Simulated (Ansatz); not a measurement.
## NaH: an elastic run with cutoff 600 eV

Level of theory: Ansatz 0.2.0, DFT PBE, scalar-relativistic, plane waves, PAW.

Launched with:
```bash
ansatz run input.yaml --threads 1 --pin off --max-ram 1228MiB --backend cpu --events-out ev --progress --plain --runs-dir out
```

Input (bare energies are in eV):
```yaml
crystal:
  lattice:
    - [2.9688, 0.0, 0.0]
    - [0.0, 2.9688, 0.0]
    - [0.0, 0.0, 2.9688]
  atoms:
    - { symbol: Na, position: [0.0, 0.0, 0.0] }
    - { symbol: H, position: [0.5, 0.5, 0.5] }
basis:
  ecutwfc: 600
kpoints:
  mp_grid: { grid: [10, 10, 10] }
hamiltonian:
  xc: pbe
scf:
  occupations: { method: fixed }
output:
  forces: true
  stress: true
  eigenvalues: true
elastic:
  mode: relaxed_ion
  stencil: two_point
```

From the output:
```
--- Elastic constants: 2 strain directions × 2 members + reference (group order 48) ---
  dense FFT box of the reference and of every strained cell: 24×24×24
  strains applied: 11, 23; error gains: componentwise 1.00 (the most a stress slope's error grows in a printed constant), spectral 1.73 (1 for all six strains in a standard setting)
  C = ∂σ_k/∂η_j (tension-positive GPa; Voigt order 11 22 33 23 13 12):
        97.427    -13.567    -13.567      0.000      0.000      0.000
       -13.567     97.427    -13.567     -0.000      0.000     -0.000
       -13.567    -13.567     97.427     -0.000     -0.000      0.000
         0.000      0.000      0.000     -5.926     -0.000     -0.000
        -0.000     -0.000      0.000      0.000     -5.926      0.000
        -0.000      0.000     -0.000     -0.000     -0.000     -5.926
  reference stress σ⁰ (GPa):      0.106      0.106      0.106     -0.000      0.000      0.000
  C* (energy form; C + prestress term) asymmetry max|C*_kj − C*_jk| = 8.882e-15 GPa — a small one proves nothing (zero by symmetry where the batch's group is 432, −43m or m−3m); a large one is finite-difference/SCF noise where every solve ...
  moduli (Voigt/Reuss/Hill, GPa): K = 23.43/23.43/23.43   G = 18.64/-10.63/4.00   E = 11.37   ν = 0.419
  mechanically stable: NO (min eigenvalue of sym C = -5.93 GPa)
  strain η (Voigt 11):  stress-route row diagonal C_11 = 97.43 GPa, energy-path curvature d²(F+E_count+ΔE)/dδ²/Ω₀ = 97.45 GPa
         δ    σ_11 (GPa) F (eV) n_scf n_hpsi n_pw
    -2.000e-3      -0.0892       -1502.3675848       7   19998    912   relax 0 steps, max|allowed force component| 3.13e-30 eV/Å
     2.000e-3       0.3005       -1502.3675153       6   19160    912   relax 0 steps, max|allowed force component| 3.08e-30 eV/Å
  strain η (Voigt 23):  stress-route row diagonal C_44 = -5.93 GPa, energy-path curvature d²(F+E_count+ΔE)/dδ²/Ω₀ = -5.98 GPa
         δ    σ_23 (GPa) F (eV) n_scf n_hpsi n_pw
    -2.000e-3       0.0119       -1502.3675839       6   27627    912   relax 0 steps, max|allowed force component| 3.08e-33 eV/Å
     2.000e-3      -0.0119       -1502.3675839       5   26960    912   relax 0 steps, max|allowed force component| 9.86e-32 eV/Å
```

Beside the reference run (Plane waves to 420 eV; Γ-centred k mesh 10×10×10; fixed occupations. No spin polarisation.), the elastic coefficients (GPa; two-point stencil, strain 0.002 and ions relaxed unless stated):
```tsv
setting	C11	C12	C44
reference run	97.4	-13.6	-5.9
cutoff 600 eV	97.4	-13.6	-5.9
```

The cell is the ideal cubic caesium chloride prototype; this isn't the usual structure of the compound.